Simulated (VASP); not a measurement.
The system is AlN.

```
Al N
1.0
     3.11000    0.00000    0.00000
    -1.55500    2.69334    0.00000
     0.00000    0.00000    4.98682
Al N
2 2
Cartesian
  0.0000 1.7956 -0.0041
  1.5550 0.8978 2.4893
  0.0000 1.7956 1.8991
  1.5550 0.8978 4.3925
```

The cell was built by a generator and needn't be a form met in nature.

Base run:

* Program: VASP 6.6.1
* Functional: PBEsol
* Potentials or basis: VASP PAW PBE potentials, release 64 (Al, N)
* Cutoff: 520 eV
* k mesh: 6 × 6 × 4
* Occupations: gaussian, width 0.01 eV
* Spin: no spin polarisation

Its results: band gap on the k mesh 4.14 eV, direct; pressure 0.3 GPa.

Task: The run is repeated on the same cell with these changes: functional from PBEsol to HSE06; further incar settings from ALGO = Fast; EDIFF = 1e-06; NBANDS = 16 to ALGO = Normal; EDIFF = 1e-07; NBANDS = 16. What comes out?

Result: Band gap on the k mesh 5.56 eV, direct; pressure -1.6 GPa.

Caveats: the PAW data sets were made with another functional, which shifts forces and pressure a little.

A k mesh can miss the band edges.

Not every run made on this cell is shown here.
